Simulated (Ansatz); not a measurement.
# Dielectric response of RbCl (001) films, part 2 of 2

Aim: the electronic and static ε of rocksalt RbCl (001) from films of three thicknesses in a field.

Ansatz 0.2.0; plane-wave DFT, LDA, Ansatz PAW.

So far. Step 14 (Response with the atoms held, 10 atoms, units 5): The induced dipole is that of a conductor 9.58 Å thick. Step 15 (Relaxing in the field, 10 atoms, units 5, field 0.05 …): The dipole is 0.0783 e·Å, and the gap on the mesh 4.543 eV.

## Step 16: Field on, atoms free, 10 atoms, units 5, field -0.05 V/Å

input.yaml reads:

```yaml
crystal:
  lattice:
    - [4.65276262, 0.0, 0.0]
    - [0.0, 4.65276262, 0.0]
    - [0.0, 0.0, 31.16]
  atoms:
    - { symbol: Rb, position: [0.5, 0.5, 0.2976804653] }
    - { symbol: Cl, position: [0.0, 0.0, 0.2973349304] }
    - { symbol: Rb, position: [0.0, 0.0, 0.3983164539] }
    - { symbol: Cl, position: [0.5, 0.5, 0.3982304313] }
    - { symbol: Rb, position: [0.5, 0.5, 0.5000000017] }
    - { symbol: Cl, position: [0.0, 0.0, 0.4999999988] }
    - { symbol: Rb, position: [0.0, 0.0, 0.6016835491] }
    - { symbol: Cl, position: [0.5, 0.5, 0.6017695658] }
    - { symbol: Rb, position: [0.5, 0.5, 0.7023195365] }
    - { symbol: Cl, position: [0.0, 0.0, 0.7026650672] }
kpoints:
  mp_grid: { grid: [6, 6, 1] }
hamiltonian:
  xc: lda
scf:
  occupations: { method: fixed }
  convergence: { dr2_threshold: 1.0e-10 }
efield:
  axis: 3
  dipole_correction: true
  ramp_position: 0.97
  ramp_width: 0.06
  amplitude: -0.05
relax:
  f_tol: 0.0006
  max_steps: 70
output:
  write_potential: true
  write_density: true
  volumetric_format: npy
```

Launch:

```
$ ansatz run input.yaml --threads 8 --pin off --max-ram 12288MiB --backend cpu --events-out ev --progress --plain --runs-dir out
```

The job ended after 9.4 s (8 threads of Arm Neoverse V2, shared host; peak memory 1.4 GiB).

Relaxation path:

```tsv
step	energy less that of the first step (eV)	largest force component (eV/Å)
1	0.0000	0.0250
2	-0.0005	0.0034
3	-0.0005	0.0004
```

Forces are held to the 8 operations that the run works with; a distortion that breaks them can't arise in this run.

The relaxation took 3 steps and lowered the energy by 5.2e-4 eV; the largest force on the free atoms ends at 3.9e-4 eV/Å.

The dipole is -0.0783 e·Å, and the gap on the mesh 4.543 eV.

## Step 17: Response with the atoms relaxed, 10 atoms, units 5

This step: plane-wave DFT, LDA, Ansatz PAW; response to a field along the normal, atoms relaxed (Ansatz 0.2.0).

Local field over the applied field, running mean. From the potentials at -0.05 and 0.05 V/Å; running mean over 3.29 Å, taken twice. The local field over applied field by z:

z (Å), local field over applied field and a bar from the least value:
```
      4.5      0.994 ##############################
      5.0      0.982 ##############################
      5.5      0.964 #############################
      6.0      0.934 ############################
      6.5      0.821 ########################
      7.0      0.697 ####################
      7.5      0.567 ################
      8.0      0.437 ###########
      8.5      0.317 #######
      9.0      0.184 ###
      9.5      0.109 
     10.0      0.136 #
     10.5      0.156 ##
     11.0      0.189 ###
     11.5      0.222 ####
     12.0      0.259 #####
     12.5      0.294 ######
     13.0      0.279 ######
     13.5      0.259 #####
     14.0      0.240 ####
     14.5      0.218 ####
     15.0      0.200 ###
     15.5      0.170 ##
     16.0      0.189 ###
     16.5      0.213 ####
     17.0      0.233 ####
     17.5      0.254 #####
     18.0      0.271 ######
     18.5      0.294 ######
     19.0      0.273 ######
     19.5      0.233 ####
     20.0      0.200 ###
     20.5      0.166 ##
     21.0      0.141 #
     21.5      0.116 
     22.0      0.143 #
     22.5      0.280 ######
     23.0      0.396 ##########
     23.5      0.525 ##############
     24.0      0.656 ###################
     24.5      0.781 #######################
     25.0      0.905 ###########################
     25.5      0.960 #############################
     26.0      0.975 #############################
     26.5      0.991 ##############################
```

The induced dipole is that of a conductor 13.09 Å thick.

## Step 18: Relaxing the film, 16 atoms, units 8

This step: plane-wave DFT, LDA, Ansatz PAW (Ansatz 0.2.0).

System of this step: RbCl (001), 8 units. The cell holds 16 atoms: 8 Rb and 8 Cl. Its edges and angles: a = 4.653 Å, b = 4.653 Å, c = 41.030 Å, α = 90.0°, β = 90.0°, γ = 90.0°. It derives from RbCl (rocksalt RbCl). Vacuum lies along c.

input.yaml reads:

```yaml
crystal:
  lattice:
    - [4.65276262, 0.0, 0.0]
    - [0.0, 4.65276262, 0.0]
    - [0.0, 0.0, 41.03]
  atoms:
    - { symbol: Rb, position: [0.5, 0.5, 0.2193516939] }
    - { symbol: Cl, position: [0.0, 0.0, 0.2193516939] }
    - { symbol: Rb, position: [0.0, 0.0, 0.2995369242] }
    - { symbol: Cl, position: [0.5, 0.5, 0.2995369242] }
    - { symbol: Rb, position: [0.5, 0.5, 0.3797221545] }
    - { symbol: Cl, position: [0.0, 0.0, 0.3797221545] }
    - { symbol: Rb, position: [0.0, 0.0, 0.4599073848] }
    - { symbol: Cl, position: [0.5, 0.5, 0.4599073848] }
    - { symbol: Rb, position: [0.5, 0.5, 0.5400926152] }
    - { symbol: Cl, position: [0.0, 0.0, 0.5400926152] }
    - { symbol: Rb, position: [0.0, 0.0, 0.6202778455] }
    - { symbol: Cl, position: [0.5, 0.5, 0.6202778455] }
    - { symbol: Rb, position: [0.5, 0.5, 0.7004630758] }
    - { symbol: Cl, position: [0.0, 0.0, 0.7004630758] }
    - { symbol: Rb, position: [0.0, 0.0, 0.7806483061] }
    - { symbol: Cl, position: [0.5, 0.5, 0.7806483061] }
kpoints:
  mp_grid: { grid: [6, 6, 1] }
hamiltonian:
  xc: lda
scf:
  occupations: { method: fixed }
  convergence: { dr2_threshold: 1.0e-09 }
efield:
  axis: 3
  dipole_correction: true
  ramp_position: 0.97
  ramp_width: 0.06
relax:
  f_tol: 0.003
  max_steps: 100
output:
  write_potential: true
  write_density: true
  volumetric_format: npy
```

Elapsed: 47 s, on 8 threads; peak memory 2.6 GiB; 5.9 min of CPU time.

Relaxation path:

```tsv
step	energy less that of the first step (eV)	largest force component (eV/Å)
1	0.0000	0.1536
2	-0.0716	0.0829
3	-0.1092	0.0424
4	-0.1154	0.0320
5	-0.1164	0.0090
6	-0.1165	0.0030
7	-0.1165	0.0002
```

Forces are held to the 8 operations that the run works with; a distortion that breaks them can't arise in this run.

The atoms that moved most (Å):

```tsv
atom	dx	dy	dz	length
Rb1	0.000	0.000	0.460	0.460
Rb15	0.000	0.000	-0.460	0.460
Cl16	0.000	0.000	-0.450	0.450
Cl2	0.000	0.000	0.450	0.450
Rb3	0.000	0.000	0.307	0.307
Rb13	0.000	0.000	-0.307	0.307
Cl14	0.000	0.000	-0.303	0.303
Cl4	0.000	0.000	0.303	0.303
```

The electron's electrostatic potential energy less the highest filled level oscillates, so the rows of the table below give means over windows of 3.13 Å about each position, cut where the curve ends. Its maxima inside the range that stand out by 2 % of the span (Å: eV): 12.5: 0.711, 15.8: 0.704, 18.9: 0.707, 22.1: 0.707, 25.2: 0.704, 28.5: 0.711. Its minima: 11.0: 0.0384, 14.2: 0.157, 17.4: 0.149, 20.5: 0.143, 23.6: 0.149, 26.8: 0.157, 30.1: 0.0383.

Running mean over 3.29 Å of the planar mean; the ramp of the sawtooth is left out. Electron's electrostatic potential energy less the highest filled level against z; means over each step:

```tsv
z (Å)	electron's electrostatic potential energy less the highest filled level (eV)
5.13	6.27
8.26	2.70
11.39	0.470
14.52	0.506
17.65	0.506
20.78	0.504
23.91	0.505
27.04	0.507
30.17	0.472
33.30	3.62
36.43	6.28
```

The relaxation took 7 steps and lowered the energy by 0.12 eV; the largest force on the free atoms ends at 2.2e-4 eV/Å.

The gap is 4.59 eV, with the valence edge 6.28 eV and the conduction edge 1.69 eV under the upper vacuum level.

## Step 19: Side by side

Times are for 8 threads of Arm Neoverse V2, shared host. Results by setting:

```tsv
no.	units	gap by band count (eV)	ionisation energy, upper face (eV)	electron affinity, upper face (eV)	time	memory (GiB)
1	3	4.629	6.257	1.628	6.2 s	0.94
2	5	4.620	6.282	1.663	14 s	1.4
3	8	4.593	6.282	1.689	47 s	2.6
```

The runs together. Valence density, planar mean against z:

```tsv
z (Å)	3 (e/Å³)	5 (e/Å³)	8 (e/Å³)
5.5	2.9e-5	2.1e-5	1.2e-5
6.0	1.2e-4	8.7e-5	5.1e-5
6.5	5.4e-4	3.8e-4	2.2e-4
7.0	0.00244	0.00170	9.6e-4
7.5	0.0118	0.00796	0.00446
8.0	0.0638	0.0426	0.0233
8.5	0.280	0.208	0.121
9.0	0.477	0.458	0.393
9.5	0.438	0.466	0.481
10.0	0.165	0.232	0.345
10.5	0.0401	0.0544	0.0932
11.0	0.0467	0.0378	0.0334
11.5	0.196	0.141	0.0814
12.0	0.458	0.414	0.313
12.5	0.470	0.479	0.478
13.0	0.242	0.317	0.418
13.5	0.0567	0.0816	0.141
14.0	0.0356	0.0316	0.0369
14.5	0.129	0.0844	0.0499
15.0	0.407	0.323	0.212
15.5	0.480	0.480	0.458
16.0	0.331	0.409	0.466
16.5	0.0825	0.137	0.227
17.0	0.0156	0.0361	0.0540
17.5	0.00310	0.0513	0.0352
18.0	6.8e-4	0.219	0.132
18.5	1.6e-4	0.462	0.402
19.0	3.7e-5	0.462	0.480
19.5	8.7e-6	0.220	0.330
20.0	2.2e-6	0.0525	0.0867
20.5	5.2e-7	0.0378	0.0311
21.0	0	0.150	0.0798
21.5	0	0.420	0.311
22.0	0	0.478	0.479
22.5	0	0.303	0.418
23.0	0	0.0723	0.143
23.5	0	0.0136	0.0364
24.0	0	0.00279	0.0498
```

## Step 20: The relaxed film, single point, 16 atoms, units 8

input.yaml reads:

```yaml
crystal:
  lattice:
    - [4.65276262, 0.0, 0.0]
    - [0.0, 4.65276262, 0.0]
    - [0.0, 0.0, 41.03]
  atoms:
    - { symbol: Rb, position: [0.5, 0.5, 0.2305720935] }
    - { symbol: Cl, position: [0.0, 0.0, 0.2303243436] }
    - { symbol: Rb, position: [0.0, 0.0, 0.3070227182] }
    - { symbol: Cl, position: [0.5, 0.5, 0.3069158618] }
    - { symbol: Rb, position: [0.5, 0.5, 0.3841960418] }
    - { symbol: Cl, position: [0.0, 0.0, 0.3842680334] }
    - { symbol: Rb, position: [0.0, 0.0, 0.4614244714] }
    - { symbol: Cl, position: [0.5, 0.5, 0.4613812829] }
    - { symbol: Rb, position: [0.5, 0.5, 0.5385755396] }
    - { symbol: Cl, position: [0.0, 0.0, 0.5386187067] }
    - { symbol: Rb, position: [0.0, 0.0, 0.6158039676] }
    - { symbol: Cl, position: [0.5, 0.5, 0.6157319561] }
    - { symbol: Rb, position: [0.5, 0.5, 0.6929772901] }
    - { symbol: Cl, position: [0.0, 0.0, 0.6930841293] }
    - { symbol: Rb, position: [0.0, 0.0, 0.7694279107] }
    - { symbol: Cl, position: [0.5, 0.5, 0.7696756534] }
kpoints:
  mp_grid: { grid: [6, 6, 1] }
hamiltonian:
  xc: lda
scf:
  occupations: { method: fixed }
  convergence: { dr2_threshold: 1.0e-09 }
efield:
  axis: 3
  dipole_correction: true
  ramp_position: 0.97
  ramp_width: 0.06
output:
  eigenvalues: true
  dos: { projected: true, e_range: [-7, 7] }
  write_potential: true
  write_density: true
  volumetric_format: npy
checkpoint:
  write: end8.run
  compress: false
  write_wavefunctions: false
```

Elapsed: 12 s, on 8 threads; peak memory 2.6 GiB.

The electron's electrostatic potential energy less the highest filled level oscillates, so the rows of the table below give means over windows of 3.13 Å about each position, cut where the curve ends. Its maxima inside the range that stand out by 2 % of the span (Å: eV): 12.5: 0.711, 15.8: 0.704, 18.9: 0.707, 22.1: 0.707, 25.2: 0.704, 28.5: 0.711. Its minima: 11.0: 0.0384, 14.2: 0.157, 17.4: 0.149, 20.5: 0.143, 23.6: 0.149, 26.8: 0.157, 30.1: 0.0384.

Running mean over 3.29 Å of the planar mean; the ramp of the sawtooth is left out. The electron's electrostatic potential energy less the highest filled level by z; means over each step:

```tsv
z (Å)	electron's electrostatic potential energy less the highest filled level (eV)
5.13	6.27
8.26	2.70
11.39	0.470
14.52	0.506
17.65	0.506
20.78	0.504
23.91	0.505
27.04	0.507
30.17	0.472
33.30	3.62
36.43	6.28
```

The gap is 4.59 eV, with the valence edge 6.28 eV and the conduction edge 1.69 eV under the upper vacuum level.

## Step 21: Single point, 16 atoms, units 8, field 0.05 V/Å

Edit input.yaml of step 20 so:

```diff
@@ -28,3 +28,3 @@
   occupations: { method: fixed }
-  convergence: { dr2_threshold: 1.0e-09 }
+  convergence: { dr2_threshold: 1.0e-10 }
 efield:
@@ -34,5 +34,4 @@
   ramp_width: 0.06
+  amplitude: 0.05
 output:
-  eigenvalues: true
-  dos: { projected: true, e_range: [-7, 7] }
   write_potential: true
@@ -40,5 +39 @@
   volumetric_format: npy
-checkpoint:
-  write: end8.run
-  compress: false
-  write_wavefunctions: false
```

It took 12 s on 8 threads; peak memory 2.6 GiB; 92 s of CPU time.

The dipole is 0.0912 e·Å, and the gap on the mesh 4.266 eV.

## Step 22: Single point, 16 atoms, units 8, field -0.05 V/Å

Edit input.yaml of step 21 so:

```diff
@@ -34,3 +34,3 @@
   ramp_width: 0.06
-  amplitude: 0.05
+  amplitude: -0.05
 output:
```

The job ended after 12 s (8 threads; peak memory 2.6 GiB).

The dipole is -0.0912 e·Å, and the gap on the mesh 4.266 eV.

## Step 23: Response with the atoms held, 16 atoms, units 8

This step: plane-wave DFT, LDA, Ansatz PAW; response to a field along the normal, atoms held (Ansatz 0.2.0).

Local field over the applied field, running mean. From the potentials at -0.05 and 0.05 V/Å; running mean over 3.29 Å, taken twice. The local field over applied field by z:

```tsv
z (Å)	local field over applied field
5	0.990
6	0.943
7	0.827
8	0.665
9	0.513
10	0.422
11	0.398
12	0.398
13	0.402
14	0.405
15	0.405
16	0.404
17	0.405
18	0.404
19	0.404
20	0.405
21	0.405
22	0.404
23	0.404
24	0.405
25	0.404
26	0.405
27	0.405
28	0.402
29	0.398
30	0.398
31	0.420
32	0.509
33	0.660
34	0.823
35	0.941
36	0.989
```

The induced dipole is that of a conductor 15.24 Å thick.

## Step 24: Relaxing in the field, 16 atoms, units 8, field 0.05 V/Å

This step: plane-wave DFT, LDA, Ansatz PAW (Ansatz 0.2.0).

Edit input.yaml of step 22 so:

```diff
@@ -34,3 +34,6 @@
   ramp_width: 0.06
-  amplitude: -0.05
+  amplitude: 0.05
+relax:
+  f_tol: 0.0006
+  max_steps: 70
 output:
```

Elapsed: 22 s, on 8 threads; peak memory 2.6 GiB; 2.9 min of CPU time.

The relaxation took 3 steps and lowered the energy by 7.8e-4 eV; the largest force on the free atoms ends at 3.5e-4 eV/Å.

The dipole is 0.122 e·Å, and the gap on the mesh 4.436 eV.

## Step 25: Field on, atoms free, 16 atoms, units 8, field -0.05 V/Å

Edit input.yaml of step 24 so:

```diff
@@ -34,3 +34,3 @@
   ramp_width: 0.06
-  amplitude: 0.05
+  amplitude: -0.05
 relax:
```

Wall time 22 s (8 threads); peak memory 2.6 GiB.

The relaxation took 3 steps and lowered the energy by 7.8e-4 eV; the largest force on the free atoms ends at 3.5e-4 eV/Å.

The dipole is -0.122 e·Å, and the gap on the mesh 4.436 eV.

## Step 26: Response with the atoms relaxed, 16 atoms, units 8

This step: plane-wave DFT, LDA, Ansatz PAW; response to a field along the normal, atoms relaxed (Ansatz 0.2.0).

Local field over the applied field, running mean. From the potentials at -0.05 and 0.05 V/Å; running mean over 3.29 Å, taken twice. Table of local field over applied field by z:

z (Å), local field over applied field and a bar from the least value:
```
        5      0.988 ##############################
        6      0.953 #############################
        7      0.745 ######################
        8      0.489 #############
        9      0.244 ####
       10      0.131 
       11      0.173 #
       12      0.236 ####
       13      0.283 #####
       14      0.255 ####
       15      0.226 ###
       16      0.198 ##
       17      0.211 ###
       18      0.221 ###
       19      0.227 ###
       20      0.231 ####
       21      0.231 ####
       22      0.227 ###
       23      0.221 ###
       24      0.211 ###
       25      0.199 ##
       26      0.226 ###
       27      0.254 ####
       28      0.282 #####
       29      0.238 ####
       30      0.175 ##
       31      0.132 
       32      0.235 ####
       33      0.481 ############
       34      0.738 #####################
       35      0.951 #############################
       36      0.987 ##############################
```

The induced dipole is that of a conductor 20.43 Å thick.

## Step 27: Electronic ε from the series

This step: plane-wave DFT, LDA, Ansatz PAW; permittivity from the thickness series, atoms held (Ansatz 0.2.0).

Each added layer adds t(1 − 1/ε) to the dipole term, so the slope against thickness gives ε without a choice of where the film ends.

This step gave:

* slope: 0.5958
* intercept of the fit: 2.057 Å
* ε of the interior: 2.474

The equivalent conductor thickness by distance between the outer atoms:

```tsv
distance between the outer atoms (Å)	equivalent conductor thickness (Å)
6.30	5.81
12.63	9.58
22.13	15.2
```

By hand, from the thinnest and the thickest film: slope = (15.242 − 5.810) / (22.130 − 6.300) = 0.596, so ε = 1/(1 − 0.596) = 2.47.

## Step 28: Static ε from the series

This step: plane-wave DFT, LDA, Ansatz PAW; permittivity from the thickness series, atoms relaxed (Ansatz 0.2.0).

The same fit for the relaxed films. The nearer its slope lies to 1, the more ε hangs on small errors.

This step gave:

```yaml
slope: 0.7676
intercept_of_the_fit: 3.431 Å
eps_of_the_interior: 4.303
```

The equivalent conductor thickness by distance between the outer atoms:

```tsv
distance between the outer atoms (Å)	equivalent conductor thickness (Å)
6.30	8.29
12.63	13.1
22.13	20.4
```

By hand, from the thinnest and the thickest film: slope = (20.434 − 8.290) / (22.133 − 6.302) = 0.767, so ε = 1/(1 − 0.767) = 4.29. One nm of such a film has the capacitance of 3.9/4.29 = 0.91 nm of SiO₂ (its equivalent oxide thickness).

## Step 29: The same run with other settings

This step: plane-wave DFT, LDA, Ansatz PAW (Ansatz 0.2.0).

System of this step: RbCl (001), 3 units. The cell holds 6 atoms: 3 Rb and 3 Cl. Its edges and angles: a = 4.653 Å, b = 4.653 Å, c = 24.580 Å, α = 90.0°, β = 90.0°, γ = 90.0°. It derives from RbCl (rocksalt RbCl). Vacuum lies along c.

A run with a changed input: it repeats the earlier run at 0.05 V/Å, 3 units with efield.dipole_correction from true to false.

input.yaml, the sections that differ from step 25:

```yaml
crystal:
  lattice:
    - [4.65276262, 0.0, 0.0]
    - [0.0, 4.65276262, 0.0]
    - [0.0, 0.0, 24.58]
  atoms:
    - { symbol: Rb, position: [0.5, 0.5, 0.37239096] }
    - { symbol: Cl, position: [0.0, 0.0, 0.3718499037] }
    - { symbol: Rb, position: [0.0, 0.0, 0.4999999984] }
    - { symbol: Cl, position: [0.5, 0.5, 0.5000000013] }
    - { symbol: Rb, position: [0.5, 0.5, 0.6276090411] }
    - { symbol: Cl, position: [0.0, 0.0, 0.6281500956] }
efield:
  axis: 3
  dipole_correction: false
  ramp_position: 0.97
  ramp_width: 0.06
  amplitude: 0.05
# kpoints, hamiltonian, scf, output: as in step 25
# relax: removed
```

Wall time 2.1 s (8 threads); peak memory 0.96 GiB.

```tsv
quantity	this run	earlier run	difference
dipole along the normal (e·Å)	0.04551	0.03475	0.011
gap on the k-mesh (eV)	4.555	4.584	-0.028
```

With the dipole correction off, the periodic images add a field of their own to the typed one.

What moves beyond 0.01 in its unit (for the dipole 0.5 % and 5e-5 e·Å): dipole along the normal (+0.0108 e·Å) and gap on the k-mesh (-0.0284 eV).

These numbers are not those of the isolated slab.

## Step 30: The same run with other settings

Another changed input: it repeats the earlier run at 0.05 V/Å, 3 units with efield.dipole_correction from true to false.

input.yaml is that of step 29.

The job ended after 2.1 s (8 threads; peak memory 0.96 GiB).

```tsv
quantity	this run	earlier run	difference
dipole along the normal (e·Å)	0.04551	0.03475	0.011
gap on the k-mesh (eV)	4.555	4.584	-0.028
```

With the dipole correction off, the periodic images add a field of their own to the typed one.

What moves beyond 0.01 in its unit (for the dipole 0.5 % and 5e-5 e·Å): dipole along the normal (+0.0108 e·Å) and gap on the k-mesh (-0.0284 eV).

These numbers are not those of the isolated slab.

## Step 31: Results

```json
{"electronic ε from the thickness series": "2.47", "static ε from the thickness series": "4.30", "local electronic ε, middle of 8 units": "2.47"}
```

What this shows: The films give an electronic ε of 2.47 and a static ε of 4.30. The slope of the series and the field inside the thickest film give 2.47 and 2.47, in agreement. Ions raise ε from 2.47 to 4.30. The in-plane lattice constants are held at typed bulk values. Semilocal functionals tend to overestimate the electronic ε a little.

[Logs are printed without paths, hosts, clocks, repeated set-up lines and the standing remarks that a program may print on its own settings, such as how far it seeks lower states.]

[Hosts, paths, dates, database ids (printed as entryN), source tags and the programs' standing remarks are cut or masked in the printed files.]

[Maps of the electrostatic potential energy from Ansatz leave out the sawtooth potential of an applied field or a dipole correction, so their vacuum need not be flat; planar profiles and work functions include it.]
